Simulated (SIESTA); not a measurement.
## Zr under changes of volume

One of the cells (23.719 Å³/atom); the others are scaled copies at fixed shape and fractional positions:

```
Zr
1.0
    -1.81000    1.81000    1.81000
     1.81000   -1.81000    1.81000
     1.81000    1.81000   -1.81000
Zr
1
Direct
  0.00000 0.00000 0.00000
```

This isn't the form of Zr at room conditions, which is hcp.

* Program: SIESTA 5.4.2
* Functional: LDA
* Potentials or basis: PseudoDojo 0.4 standard (LDA files)
* Basis: DZP (energy shift 0.003 Ry; two zetas on semicore shells)
* Grid cutoff: 800 Ry
* Energy shift: 0.003 Ry
* k mesh: 10 × 10 × 10
* Occupations: fermi-dirac, width 0.05 eV
* Spin: no spin polarisation

| volume (Å³/atom) | energy over the lowest point (meV/atom) | pressure (GPa) |
| --- | --- | --- |
| 22.296 | 0.00 | -4.3 |
| 22.770 | 15.87 | -6.1 |
| 23.245 | 36.70 | -7.7 |
| 23.719 | 61.88 | -9.1 |
| 24.193 | 90.95 | -10.4 |
| 24.668 | 123.59 | -11.6 |
| 25.142 | ? | ? |

Task: What does the run at 25.142 Å³/atom give?

Result: Energy over the lowest point 159.60 meV/atom; pressure -12.7 GPa.

Worked out: A Birch-Murnaghan fit of order 3 (a polynomial in V^(-2/3)) to the other rows has no minimum within the range. It gives 159.26 meV/atom at 25.142 Å³/atom, against the run's 159.60, and -dE/dV = -12.5 GPa, against -12.7.

Energies are extrapolated to zero smearing.

Caveats: the basis of atomic orbitals isn't converged, which shifts pressures, moduli and gaps.
